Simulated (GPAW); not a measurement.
Runs of GPAW 26.7.0 on CoO. The structure is tetragonal, space group I4/mmm (No. 139). Conventional cell: a = 3.016 Å, b = 3.016 Å, c = 4.214 Å, α = 90.00°, β = 90.00°, γ = 90.00°. Co (site symmetry 4/mmm) is surrounded by 6 O at 2.11 to 2.13 Å. O (site symmetry 4/mmm) has 6 Co at 2.11 to 2.13 Å as nearest neighbours. 

```tsv
task	level	potentials or basis	smearing	eigensolver	gap on the mesh (eV)	pressure (GPa)	moment (μB)
single point	PBEsol	PAW data sets generated in the run's folder for this functional, pw	gaussian 0.1 eV	-	none	-8.2	2.95
electron localisation function	BLYP+D4	PAW data sets generated in the run's folder for this functional, pw	gaussian 0.01 eV	davidson	none	0.6	2.82
single point	PBE	GPAW PAW data sets (gpaw-data 1.2.1), pw	gaussian 0.02 eV	-	none	0.6	2.95
single point	RPBE	the program's PAW data sets (release 1.2.1) made for this functional, pw	gaussian 0.05 eV	-	none	(a)	2.97
```

Alike in all rows: spin collinear, ferromagnetic start; cell as given; k mesh 12 × 12 × 12; cutoff (eV) 800.

Task: Fill in the values left out.

Result: (a) 6.8.

Caveats: a cell with one magnetic atom can't hold antiferromagnetic order, which such compounds often take; semilocal functionals often make such compounds metallic where correlation or magnetic order opens a gap, which also shifts bond lengths; pairwise dispersion overbinds metals, which lowers pressure and volume (some runs).

A gap of «none» marks a metal or a gap under the smearing width.
